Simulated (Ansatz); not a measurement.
A surface is cut from this relaxed crystal of PtS2:

```cif
data_structure
_symmetry_space_group_name_H-M 'P 1'
_symmetry_Int_Tables_number 1
_cell_length_a 3.5713
_cell_length_b 3.5713
_cell_length_c 4.7683
_cell_angle_alpha 90.000
_cell_angle_beta 90.000
_cell_angle_gamma 120.000
_cell_volume 52.67
loop_
_atom_site_label
_atom_site_type_symbol
_atom_site_fract_x
_atom_site_fract_y
_atom_site_fract_z
_atom_site_occupancy
Pt1 Pt 0.00000 0.00000 0.00000 1
S1 S 0.33333 0.66667 0.25095 1
S2 S 0.66667 0.33333 0.74905 1
```

Miller indices refer to the conventional cell of P-3m1 (No. 164), a = 3.571 Å, b = 3.571 Å, c = 4.768 Å, α = 90.00°, β = 90.00°, γ = 120.00°. The bulk's gap is 0.13 eV.

The (001) slab of 6 planes, 7.2 Å thick with 15 Å of vacuum as cut; outer planes S (top) and S (bottom).

Level of theory: DFT PBEsol, scalar-relativistic, plane waves, PAW in Ansatz 0.2.0. Cutoff 420 eV; k points 12×12×1 on the computed 6-atom cell (Γ-centred); Gaussian smearing, width 0.05 eV; no spin polarisation. A dipole correction removes the field between periodic images along c.

The cut is weakly bound, and this functional has no dispersion correction.

With the atoms at the bulk's places:

For the slab as cut, the surface energy (mean of both faces) is 0.05 J/m² and the gap of the slab on the mesh is 0.78 eV.

**Question.** What changes when all atoms relax?

**Answer.** The energy falls by 0.002 J/m² a face, and the largest move is 0.01 Å.

```yaml
Surface_energy_mean_of_both_faces: 0.05 J/m²
Gap_of_the_slab_on_the_mesh: 0.77 eV
```

| plane (bottom to top) | atoms | spacing to next, bulk (Å) | relaxed (Å) | change (%) |
| --- | --- | --- | --- | --- |
| 1 | S | 1.197 | 1.207 | +0.8 |
| 2 | Pt | 1.197 | 1.185 | -0.9 |
| 3 | S | 2.375 | 2.379 | +0.2 |
| 4 | S | 1.197 | 1.185 | -0.9 |
| 5 | Pt | 1.197 | 1.207 | +0.8 |
| 6 | S |  |  |  |

Slabs this thin can still miss converged surface energies by a few hundredths of a J/m² and work functions by about a tenth of an eV.

Spin-orbit coupling is left out, which matters for the bands of heavy elements. Gaps are read on the k points sampled, so a band crossing between them can be missed.

Worked out: the slab's 6 atoms lie 0.069 eV above the same atoms in the bulk. Shared over two faces of 11.05 Å² this is 3.1 meV/Å², and 1 eV/Å² is 16.02 J/m², which gives 0.05 J/m². The cut crosses no short bond: it runs through the gap between layers; without a dispersion correction the cost comes out too low.
